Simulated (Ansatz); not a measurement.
Write the native input for Ansatz 0.2.0 that does the following.

```
Task                                : band structure
Functional                          : PBE
Potentials or basis                 : PseudoDojo stringent (PBE files)
Cutoff                              : 1143 eV
Density cutoff                      : 4572 eV
k mesh                              : 10 × 10 × 6
Occupations                         : fermi-dirac, width 0.05 eV
Spin                                : no spin polarisation
Path                                : [["G", "M", "K", "G", "A", "L", "H", "A"], ["L", "M"], ["K", "H"]]
Points for each segment of the path : 14
```

Crystal: Ti.

```xyz
2
Lattice="2.9500 0.0000 0.0000 -1.4750 2.5548 0.0000 0.0000 0.0000 4.6800" Properties=species:S:1:pos:R:3 pbc="T T T"
Ti    1.4750    0.8516    3.5100
Ti    0.0000    1.7032    1.1700
```

The input as run:

input.yaml

```yaml
crystal:
  lattice:
    - [2.95, 0.0, 0.0]
    - [-1.475, 2.5547749412, 0.0]
    - [0.0, 0.0, 4.68]
  atoms:
    - { symbol: Ti, position: [0.6666666667, 0.3333333333, 0.75] }
    - { symbol: Ti, position: [0.3333333333, 0.6666666667, 0.25] }
hamiltonian:
  xc: pbe
  pseudopotentials: { kind: nc, accuracy: stringent }
kpoints:
  mp_grid: { grid: [10, 10, 6] }
  band_path:
    path:
      - [[0.0, 0.0, 0.0], [0.5, 0.0, 0.0], [0.3333333333, 0.3333333333, 0.0], [0.0, 0.0, 0.0], [0.0, 0.0, 0.5], [0.5, 0.0, 0.5], [0.3333333333, 0.3333333333, 0.5], [0.0, 0.0, 0.5]]
      - [[0.5, 0.0, 0.5], [0.5, 0.0, 0.0]]
      - [[0.3333333333, 0.3333333333, 0.0], [0.3333333333, 0.3333333333, 0.5]]
    npoints: 14
scf:
  occupations: { method: fermi_dirac, width: 0.05 }
  n_extra_bands: 6
output:
  forces: true
  stress: true
  eigenvalues: true
  fatbands: false
```

Potentials or basis: PseudoDojo stringent (PBE files).

Command:

```console
$ ansatz run input.yaml --threads 2 --pin off --max-ram 5120MiB --backend cpu --events-out ev --progress --plain --runs-dir out
```

It gave:

```
Pressure               : -1.4 GPa
Band gap on the k mesh : none (metal or under the smearing width)
```

Run time: 4.7 s on 2 threads of Arm Neoverse V2, with other jobs on the host, peak memory 0.41 GiB.
